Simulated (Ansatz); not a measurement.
Input of an Ansatz 0.2.0 run:

Contents of input.yaml:

```yaml
crystal:
  lattice:
    - [0.0, 2.211323, 2.211323]
    - [2.211323, 0.0, 2.211323]
    - [2.211323, 2.211323, 0.0]
  atoms:
    - { symbol: Ta, position: [0.5, 0.5, 0.5] }
    - { symbol: "N", position: [0.0, 0.0, 0.0] }
hamiltonian:
  xc: pbesol
  pseudopotentials: { kind: paw }
kpoints:
  mp_grid: { grid: [10, 10, 10] }
scf:
  occupations: { method: fermi_dirac, width: 0.05 }
output:
  forces: true
  stress: true
  eigenvalues: true
  write_density: true
  write_potential: true
  elf: true
  volumetric_format: npy
relax:
  f_tol: 0.01
  max_steps: 40
  cell: { stress_tol: 0.05, p_target: 10.0 }
```

Potentials or basis: Ansatz PAW.

The run is started by

```sh
$ ansatz run input.yaml --threads 2 --pin off --max-ram 5632MiB --backend cpu --events-out ev --progress --plain --runs-dir out
```

(1) Estimate the relaxed volume.

(2) Estimate the band gap on the k mesh.

(3) Predict the relaxed cell.

(4) What does it give for the space group after relaxing (to 0.05 Å)?

## Answers

(1) 10.20 Å³/atom.

(2) none (metal or under the smearing width).

(3) a = 3.067 Å, b = 3.067 Å, c = 3.067 Å, α = 60.00°, β = 60.00°, γ = 60.00°.

(4) Fm-3m (No. 225).

Caveat: the pressure holds a Pulay correction of +0.5 GPa for the finite cutoff; the PAW data sets come from PBE, with cores solved anew for the run's functional, which leaves a small shift of forces and pressure.
